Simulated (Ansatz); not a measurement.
Runs of Ansatz 0.2.0 on GaAs. The structure is cubic, space group F-43m (No. 216). The conventional cell has a = 5.654 Å, b = 5.654 Å, c = 5.654 Å, α = 90.00°, β = 90.00°, γ = 90.00°. As (site symmetry -43m) is surrounded by 4 Ga at 2.45 Å. Around Ga (site symmetry -43m) lie 4 As at 2.45 Å. 

```tsv
task	level	cell	cutoff (eV)	smearing	points for each segment of the path	gap on the mesh (eV)	pressure (GPa)	relaxed volume (Å³/atom)
band structure	HSE03	as given	420	fermi-dirac 0.05 eV	4	1.30	1.7	-
band structure	HF	as given	420	fermi-dirac 0.05 eV	4	7.26	5.0	-
band structure	HSEsol	as given	420	fermi-dirac 0.05 eV	4	1.36	-0.7	-
relaxation of cell and atoms	PBE0	relaxed	420	gaussian 0.1 eV	-	(c)	0.0	(b)
band structure	r2SCAN50	as given	500	fermi-dirac 0.05 eV	4	3.84	(a)	-
relaxation of cell and atoms	HF	relaxed	420	fermi-dirac 0.05 eV	-	7.09	0.0	23.91
```

Alike in all rows: potentials or basis Ansatz PAW; no spin polarisation; k mesh 4 × 4 × 4; the mesh is coarse, so values aren't converged.

Estimate the missing entries.

(a) -1.3; (b) 22.95; (c) 1.99.

Caveats: all runs use coarse meshes; the PAW data sets come from PBE, with cores solved anew for the run's functional, which leaves a small shift of forces and pressure; the thresholds are loose for stress (some runs); the plane-wave basis is chosen anew once the cell has moved, so the energies of steps on either side of that aren't comparable (some runs).

A k mesh can miss the band edges, and the runs leave out spin-orbit coupling on As, Ga.
